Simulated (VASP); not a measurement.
BP in VASP 6.6.1, single-point calculation

INCAR

```
LCHARG = .FALSE.
NSW = 0
LWAVE = .FALSE.
ENCUT = 520
NELM = 67
SIGMA = 0.02
LREAL = .FALSE.
LASPH = .TRUE.
GGA = PE
IBRION = -1
PREC = High
ISIF = 2
ISMEAR = -1
NBANDS = 11
EDIFF = 1E-7
```

KPOINTS

```
KPOINTS created by Atomic Simulation Environment
0
Gamma
10 10 10
0 0 0
```

POSCAR

```
B  P
 1.0000000000000000
     0.0000000000000000    2.3363651390000002    2.3363651390000002
     2.3363651390000002    0.0000000000000000    2.3363651390000002
     2.3363651390000002    2.3363651390000002    0.0000000000000000
 B   P
   1   1
Cartesian
  0.0000000000000000  0.0000000000000000  0.0000000000000000
  1.1681825695000001  1.1681825695000001  1.1681825695000001
```

The recommended PBE PAW datasets give the neutral cell 8 valence electrons.

Command

```
mpirun -np 1 vasp_std
```

OSZICAR

```
N       E                     dE             d eps       ncg     rms          rms(c)
DAV:   1     0.882956967305E+01    0.88296E+01   -0.39240E+03  1034   0.649E+02
DAV:   2    -0.127856038166E+02   -0.21615E+02   -0.20440E+02  1385   0.105E+02
DAV:   3    -0.133877205323E+02   -0.60212E+00   -0.60068E+00  1343   0.155E+01
DAV:   4    -0.133903579495E+02   -0.26374E-02   -0.26369E-02  1170   0.120E+00
DAV:   5    -0.133903730354E+02   -0.15086E-04   -0.15086E-04  1284   0.897E-02    0.634E+00
DAV:   6    -0.129280850364E+02    0.46229E+00   -0.11505E+00  1157   0.439E+00    0.344E+00
DAV:   7    -0.128615105881E+02    0.66574E-01   -0.15851E-01  1268   0.200E+00    0.122E+00
DAV:   8    -0.128547791223E+02    0.67315E-02   -0.23106E-02  1218   0.846E-01    0.161E-01
DAV:   9    -0.128551194188E+02   -0.34030E-03   -0.73773E-04  1212   0.174E-01    0.905E-02
DAV:  10    -0.128553194274E+02   -0.20001E-03   -0.24936E-04  1170   0.984E-02    0.257E-02
DAV:  11    -0.128553305120E+02   -0.11085E-04   -0.11332E-05  1325   0.224E-02    0.261E-02
DAV:  12    -0.128553316620E+02   -0.11500E-05   -0.42036E-06  1172   0.101E-02    0.922E-03
DAV:  13    -0.128553315513E+02    0.11077E-06   -0.96202E-08   939   0.211E-03    0.417E-03
DAV:  14    -0.128553316243E+02   -0.73078E-07   -0.32900E-08   592   0.112E-03
   1 F= -.12855332E+02 E0= -.12855332E+02  d E =-.446817E-12
```

From OUTCAR

```
k-points           NKPTS =     47   k-points in BZ     NKDIM =     47   number of bands    NBANDS=     11

   NELECT =       8.0000    total number of electrons

   dimension x,y,z NGX =    28 NGY =   28 NGZ =   28
   dimension x,y,z NGXF=    36 NGYF=   36 NGZF=   36

  energy-cutoff  :      520.00
  volume of cell :       25.51
      direct lattice vectors                 reciprocal lattice vectors
     0.000000000  2.336365139  2.336365139    -0.214007644  0.214007644  0.214007644
     2.336365139  0.000000000  2.336365139     0.214007644 -0.214007644  0.214007644
     2.336365139  2.336365139  0.000000000     0.214007644  0.214007644 -0.214007644

 k-points in reciprocal lattice and weights: KPOINTS created by Atomic Simulation Env
   0.00000000  0.00000000  0.00000000       0.001
   0.10000000  0.00000000  0.00000000       0.008
   0.20000000  0.00000000  0.00000000       0.008
   0.30000000  0.00000000  0.00000000       0.008
   0.40000000  0.00000000  0.00000000       0.008
   0.50000000  0.00000000  0.00000000       0.004
   0.10000000  0.10000000  0.00000000       0.006
   0.20000000  0.10000000  0.00000000       0.024
   ...

 E-fermi :   6.8762

 k-point     1 :       0.0000    0.0000    0.0000
  band No.  band energies     occupation
      1      -8.2733      2.00000
      2       6.4248      2.00000
      3       6.4248      2.00000
      4       6.4248      2.00000
      5       9.7104      0.00000
      6       9.7104      0.00000
      7       9.7104      0.00000
      8      12.5026      0.00000
      9      17.3786      0.00000
     10      18.3138      0.00000
     11      18.3138      0.00000

 k-point     2 :       0.1000    0.0000    0.0000
  band No.  band energies     occupation
      1      -8.1060      2.00000
      2       5.1814      2.00000
      3       6.1537      2.00000
      4       6.1537      2.00000
      5      10.0515      0.00000
      6      10.0862      0.00000
      7      10.0862      0.00000
      8      13.1163      0.00000
      9      17.6840      0.00000
     10      17.6840      0.00000
     11      17.9038      0.00000

 k-point     3 :       0.2000    0.0000    0.0000
  band No.  band energies     occupation
      1      -7.6118      2.00000
      2       2.9670      2.00000
      3       5.6326      2.00000
      4       5.6326      2.00000
      5      10.0882      0.00000
      6      10.7694      0.00000
      7      10.7694      0.00000
      8      14.5188      0.00000
      9      17.1161      0.00000
     10      17.1161      0.00000
     11      18.7386      0.00000

 k-point     4 :       0.3000    0.0000    0.0000
  band No.  band energies     occupation
      1      -6.8236      2.00000
      2       0.7573      2.00000
      3       5.1718      2.00000
      4       5.1718      2.00000
      5       9.9082      0.00000
      6      11.1348      0.00000
      7      11.1348      0.00000
      8      15.7509      0.00000
      9      17.6022      0.00000
     10      17.6022      0.00000
     11      18.9008      0.00000

 k-point     5 :       0.4000    0.0000    0.0000
  band No.  band energies     occupation
      1      -5.8620      2.00000
      2      -1.1041      2.00000
      3       4.8775      2.00000
      4       4.8776      2.00000
      5       9.7544      0.00000
      6      11.1294      0.00000
      7      11.1294      0.00000
      8      16.2104      0.00000
      9      19.1223      0.00000
     10      19.1223      0.00000
     11      19.6602      0.00000

 ...

  Total       -1.8120189     -1.8120189     -1.8120189     -0.0000000     -0.0000000      0.0000000
  in kB     -113.8206773   -113.8206773   -113.8206773     -0.0000000     -0.0000000      0.0000000
  external PRESSURE =    -113.8206773 kB  Pullay stress =       0.0000000 kB

 POSITION                                       TOTAL-FORCE (eV/Angst)
 -----------------------------------------------------------------------------------
      0.00000      0.00000      0.00000         0.000000     -0.000000     -0.000000
      1.16818      1.16818      1.16818        -0.000000      0.000000      0.000000
 -----------------------------------------------------------------------------------
    total drift:                               -0.000001     -0.000001     -0.000001

  FREE ENERGIE OF THE ION-ELECTRON SYSTEM (eV)
  ---------------------------------------------------
  free  energy   TOTEN  =       -12.8553316243 eV

  energy  without entropy=      -12.8553316243  energy(sigma->0) =      -12.85533162
```

It converged. Results: gap between bands v and c on the k mesh 1.35 eV; least direct gap on the k mesh 3.29 eV; pressure -11.4 GPa. Band v is the last that the valence electrons fill when counted band by band, and c is the next.

For comparison, a separate PBE run of the intended cell, on usual settings and not on those above, gives a gap of 1.35 eV on its mesh and a pressure of -11.4 GPa.

The run above took about 13 s on one core of a shared host (Intel Xeon Platinum 8488C) and held 0.12 GiB at most.
